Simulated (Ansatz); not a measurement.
Input and command of a calculation in Ansatz (plane waves; scalar-relativistic PAW potentials unless the input names others):

```yaml
crystal:
  lattice:
    - [3.9698624749, 0.0, 0.0]
    - [0.0, 3.9698624749, 0.0]
    - [0.0, 0.0, 26.9096649063]
  atoms:
    - { symbol: Ti, position: [0.5, 0.5, 0.2787102711] }
    - { symbol: O, position: [0.5, 0.0, 0.2787102711] }
    - { symbol: O, position: [0.0, 0.5, 0.2787102711] }
    - { symbol: Ba, position: [0.0, 0.0, 0.352473514] }
    - { symbol: O, position: [0.5, 0.5, 0.352473514] }
    - { symbol: Ti, position: [0.5, 0.5, 0.426236757] }
    - { symbol: O, position: [0.5, 0.0, 0.426236757] }
    - { symbol: O, position: [0.0, 0.5, 0.426236757] }
    - { symbol: Ba, position: [0.0, 0.0, 0.5] }
    - { symbol: O, position: [0.5, 0.5, 0.5] }
    - { symbol: Ti, position: [0.5, 0.5, 0.573763243] }
    - { symbol: O, position: [0.5, 0.0, 0.573763243] }
    - { symbol: O, position: [0.0, 0.5, 0.573763243] }
    - { symbol: Ba, position: [0.0, 0.0, 0.647526486] }
    - { symbol: O, position: [0.5, 0.5, 0.647526486] }
    - { symbol: Ti, position: [0.5, 0.5, 0.7212897289] }
    - { symbol: O, position: [0.5, 0.0, 0.7212897289] }
    - { symbol: O, position: [0.0, 0.5, 0.7212897289] }
basis:
  ecutwfc: 500
kpoints:
  mp_grid: { grid: [7, 7, 1], shift: [0.5, 0.5, 0.0] }
hamiltonian:
  xc: r2scan
scf:
  occupations: { method: gaussian, width: 0.05 }
output:
  forces: true
  eigenvalues: true
  stress: true
efield:
  axis: 3
  dipole_correction: true
  ramp_width: 0.04
```

```bash
ansatz run input.yaml --threads 2 --pin off --max-ram 5120MiB --backend cpu --events-out ev --progress --plain --runs-dir out
```

Abridged log:
```
Basis set: ecut = 500 eV, 10755 PW (Γ), exchange–correlation on 120×120×800 points (64 copies of the dense FFT grid, shifted against one another)
Bands: 90, of which v1, the nominal top of the filled ones, is band 72 counted from 1 (71 counted from 0)
Symmetry: 8 space group operations
k-points: 10 of 49
SCF iter   1: F=—  HF=-34194.471976 eV  |F-HF|=—  |Δ(HF+E_count)|=         —  Δρ=1.80e-2  dr2=1.77e0  dr2_τ=9.06e-1  ethr=1.77e-3  p= 0.000 e·Å  D=-9.94e-14 V/Å  ΔV_dip=0.00 eV  dr2_dipole=1.85e-7  V_vac-E_F(+/−)=4.22/4.22 eV  ⟨swp⟩=10.1  Hψ=4377  notcnv=0
efield: sawtooth ramp at fractional position 0.9800 (placed from the atoms, in the widest stretch of the axis that holds none; the zero of the levels goes with the place), width 0.0400; the density the first Hamiltonian is built on has a dipole p =  0.000 e·Å; the dipole correction subtracts the counter field D = -9.94e-14 V/Å, which shifts the + side's vacuum level by +0.00 eV against the − side's; the planar-averaged density in the ramp window peaks in size at 1.1e-5 e/Å³
SCF iter   2: F=—  HF=-34194.848721 eV  |F-HF|=—  |Δ(HF+E_count)|=   3.77e-1  Δρ=1.46e-2  dr2=7.92e-1  dr2_τ=1.55e-1  ethr=1.23e-3  p= 0.000 e·Å  D=-5.64e-5 V/Å  ΔV_dip=0.00 eV  dr2_dipole=1.66e-7  V_vac-E_F(+/−)=4.28/4.28 eV  ⟨swp⟩=3.1  Hψ=1832  notcnv=0  defer=117
SCF iter   3: F=—  HF=-34194.732098 eV  |F-HF|=—  |Δ(HF+E_count)|=   1.17e-1  Δρ=3.12e-3  dr2=3.36e-2  dr2_τ=2.49e-3  ethr=5.50e-4  p= 0.000 e·Å  D=-2.57e-5 V/Å  ΔV_dip=0.00 eV  dr2_dipole=3.48e-8  V_vac-E_F(+/−)=4.32/4.32 eV  ⟨swp⟩=3.1  Hψ=1283  notcnv=0  defer=117
SCF iter   4: F=—  HF=-34194.730991 eV  |F-HF|=—  |Δ(HF+E_count)|=   1.11e-3  Δρ=1.94e-3  dr2=1.39e-2  dr2_τ=1.88e-3  ethr=2.34e-5  p=0.000 e·Å  D=1.57e-5 V/Å  ΔV_dip= 0.00 eV  dr2_dipole=1.15e-8  V_vac-E_F(+/−)=4.34/4.34 eV  ⟨swp⟩=2.7  Hψ=1324  notcnv=0  defer=117
SCF iter   5: F=—  HF=-34194.729868 eV  |F-HF|=—  |Δ(HF+E_count)|=   1.12e-3  Δρ=6.81e-4  dr2=2.02e-3  dr2_τ=1.92e-4  ethr=9.63e-6  p=0.000 e·Å  D=1.42e-5 V/Å  ΔV_dip= 0.00 eV  dr2_dipole=9.46e-9  V_vac-E_F(+/−)=4.36/4.36 eV  ⟨swp⟩=2.4  Hψ=1325  notcnv=0  defer=112
SCF iter   6: F=—  HF=-34194.729659 eV  |F-HF|=—  |Δ(HF+E_count)|=   2.10e-4  Δρ=2.13e-4  dr2=2.34e-4  dr2_τ=1.39e-5  ethr=1.41e-6  p= 0.000 e·Å  D=-4.48e-6 V/Å  ΔV_dip=0.00 eV  dr2_dipole=8.35e-10  V_vac-E_F(+/−)=4.36/4.36 eV  ⟨swp⟩=2.1  Hψ=1191  notcnv=0  defer=112
SCF iter   7: F=—  HF=-34194.729653 eV  |F-HF|=—  |Δ(HF+E_count)|=   5.71e-6  Δρ=5.13e-5  dr2=1.00e-5  dr2_τ=9.38e-7  ethr=1.62e-7  p=0.000 e·Å  D=2.84e-6 V/Å  ΔV_dip= 0.00 eV  dr2_dipole=4.42e-10  V_vac-E_F(+/−)=4.36/4.36 eV  ⟨swp⟩=2.0  Hψ=1138  notcnv=0  defer=112
SCF iter   8: F=—  HF=-34194.729328 eV  |F-HF|=—  |Δ(HF+E_count)|=   3.25e-4  Δρ=2.24e-5  dr2=2.03e-6  dr2_τ=2.42e-7  ethr=6.96e-9  p=0.000 e·Å  D=9.97e-7 V/Å  ΔV_dip= 0.00 eV  dr2_dipole=8.31e-11  V_vac-E_F(+/−)=4.36/4.36 eV  ⟨swp⟩=2.6  Hψ=1437  notcnv=0  defer=112
SCF iter   9: F=—  HF=-34194.729328 eV  |F-HF|=—  |Δ(HF+E_count)|=   4.53e-8  Δρ=7.74e-6  dr2=2.52e-7  dr2_τ=1.91e-8  ethr=1.41e-9  p= 0.000 e·Å  D=-4.17e-7 V/Å  ΔV_dip=0.00 eV  dr2_dipole=1.80e-11  V_vac-E_F(+/−)=4.36/4.36 eV  ⟨swp⟩=2.1  Hψ=1264  notcnv=0  defer=112
SCF iter  10: F=-34194.729328 eV  HF=-34194.729328 eV  |F-HF|=4.44e-9  |Δ(HF+E_count)|=   2.82e-8  Δρ=2.15e-6  dr2=1.60e-8  dr2_τ=1.81e-9  ethr=6.94e-11  p=0.000 e·Å  D=3.02e-7 V/Å  ΔV_dip= 0.00 eV  dr2_dipole=1.42e-11  V_vac-E_F(+/−)=4.36/4.36 eV  ⟨swp⟩=14.1  Hψ=4509  notcnv=0
SCF 1 converged in 10 iterations: F = -34194.729328 eV  dr2 = 1.60e-8
SCF converged after 10 iterations
Free energy (F): -34194.729328 eV
Harris-Foulkes:  -34194.729328 eV  (|F-HF|=4.44e-9)
Internal energy: -34194.729328 eV  (E = F + TS)
E sigma→0 (E₀):  -34194.729328 eV
Fermi energy:    3.841743 eV
Dipole field:    D = -0.000003 V/Å  (p = -0.000007 e·Å, saw-weighted, corrected)
Work function:   Φ+ = 4.3581 eV   Φ− = 4.3581 eV
Levels:          The Fermi level and band energies are counted from a zero that moves with the ramp; work functions are not
--- Forces (eV/Å), atoms counted from 1 ---
  atom   1  Ti     0.00000000     0.00000000     2.28808985
  atom   2  O      0.00000000     0.00000000    -0.55264508
  atom   3  O      0.00000000     0.00000000    -0.55264508
  atom   4  Ba     0.00000000     0.00000000    -0.80753018
  atom   5  O      0.00000000     0.00000000    -0.86377689
  atom   6  Ti     0.00000000     0.00000000     0.11298257
  atom   7  O      0.00000000     0.00000000     0.05775160
  atom   8  O      0.00000000     0.00000000     0.05775160
  atom   9  Ba     0.00000000     0.00000000    -0.00000028
  atom  10  O      0.00000000     0.00000000     0.00000256
  atom  11  Ti     0.00000000     0.00000000    -0.11299224
  atom  12  O      0.00000000     0.00000000    -0.05775138
  atom  13  O      0.00000000     0.00000000    -0.05775138
  atom  14  Ba     0.00000000     0.00000000     0.80752099
  atom  15  O      0.00000000     0.00000000     0.86380059
  atom  16  Ti     0.00000000     0.00000000    -2.28810273
  atom  17  O      0.00000000     0.00000000     0.55265379
  atom  18  O      0.00000000     0.00000000     0.55265379
--- Stress (GPa, compression-positive) ---
       -2.172386       0.000000       0.000000
        0.000000      -2.172386       0.000000
        0.000000       0.000000      -0.650723
  P = ⅓ Tr σ = -1.6652 GPa (-16.652 kbar)
```

Apart from outputs and empty bands, the input differs from a reference run on usual settings in kpoints.mp_grid.shift: not typed → [0.5, 0.5, 0.0]. The reference, at the same geometry (not necessarily relaxed), gave pressure -1.67 GPa (averaged over a cell that holds vacuum), largest force 2.289 eV/Å, gap on the mesh 1.39 eV. This run converged in 10 SCF iterations (reference: 10) with an energy at zero smearing 0.04 meV/atom below the reference's, pressure -1.67 GPa (averaged over a cell that holds vacuum), largest force 2.288 eV/Å, gap on the mesh 1.44 eV.

It took 45 s on 2 threads of Intel(R) Xeon(R) Platinum 8375C CPU @ 2.90GHz (Ice Lake) (shared host), peak memory 1.6 GiB.